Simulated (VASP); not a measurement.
A run of VASP 6.6.1:

File run.py:

```python
from ase.calculators.vasp import Vasp
from ase.filters import FrechetCellFilter
from ase.io import read
from ase.optimize import BFGS

atoms = read('POSCAR')
calc = Vasp(
    directory='calc',
    xc='blyp',
    pp='PBE',
    setups='minimal',
    pp_version='54',
    prec='Accurate',
    encut=580,
    ediff=1e-06,
    ismear=-5,
    sigma=0.05,
    lreal=False,
    lasph=True,
    nelm=120,
    algo='Normal',
    isif=2,
    lwave=False,
    lcharg=False,
    ispin=2,
    lorbit=11,
    lmaxmix=4,
    kpts=[11, 11, 11],
    gamma=True,
)
atoms.calc = calc
opt = BFGS(FrechetCellFilter(atoms), trajectory='relax.traj')
converged = opt.run(fmax=0.02, steps=40)
print('converged:', converged)

print('energy (eV):', atoms.get_potential_energy())
print('free energy (eV):', atoms.get_potential_energy(force_consistent=True))
print('forces (eV/A):')
print(atoms.get_forces())
print('stress (eV/A^3, Voigt):', atoms.get_stress())
print('Fermi level (eV):', calc.get_fermi_level())
print('moment (muB):', atoms.get_magnetic_moment())
print('site moments (muB):', atoms.get_magnetic_moments())
print('cell (A, degrees):', atoms.cell.cellpar())
print('volume (A^3):', atoms.get_volume())
print('scaled positions:')
print(atoms.get_scaled_positions())
```

The input POSCAR:

```
NiO
1.0
    0.0000000000      2.0859016414      2.0859016414
    2.0859016414      0.0000000000      2.0859016414
    2.0859016414      2.0859016414      0.0000000000
Ni O
1 1
Direct
    0.0000000000      0.0000000000      0.0000000000
    0.5000000000      0.5000000000      0.5000000000
```

Potentials or basis: VASP PAW PBE potentials, release 54 (Ni, O).

Command:

```sh
$ python run.py
```

Hardware: 1 thread of Intel(R) Xeon(R) Platinum 8488C (Sapphire Rapids), on a shared host.

Question: How long does it take, and how much memory?

Answer: It took 2.2 min on 1 thread of Intel(R) Xeon(R) Platinum 8488C (Sapphire Rapids) (shared host), peak memory 0.16 GiB. Counts: scf iterations 18, k points 56, ion steps 4.
